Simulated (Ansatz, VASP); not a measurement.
## Pt: VASP beside Ansatz

```xyz
2
Lattice="2.7607 0.0000 0.0000 -1.3803 2.3908 0.0000 0.0000 0.0000 4.7921" Properties=species:S:1:pos:R:3 pbc="T T T"
Pt    1.3803    0.7969    3.5941
Pt    0.0000    1.5939    1.1980
```

This isn't the form of Pt at room conditions, which is fcc.

Alike in both runs: task single point; functional r2SCAN; k mesh 11 × 11 × 6; occupations methfessel-paxton of order 1, width 0.05 eV; no spin polarisation.

```csv
,VASP,Ansatz
version,VASP 6.6.1,Ansatz 0.2.0
potentials or method,"VASP PAW PBE potentials, release 64 (Pt)","plane waves, PAW"
plane-wave cutoff (eV),520,650
valence electrons in the cell,20,36
```

```tsv
	VASP	Ansatz	Ansatz less VASP
pressure (GPa)	-5.8	-6.4	-0.56
largest component of the traceless stress (GPa)	0.74	0.96	+0.216
```

The two sets of potentials don't hold the same shells in valence.

Caveats: the PAW data sets were made with another functional, which shifts forces and pressure a little (VASP). The runs have no spin-orbit coupling, so splittings on Pt are missing.
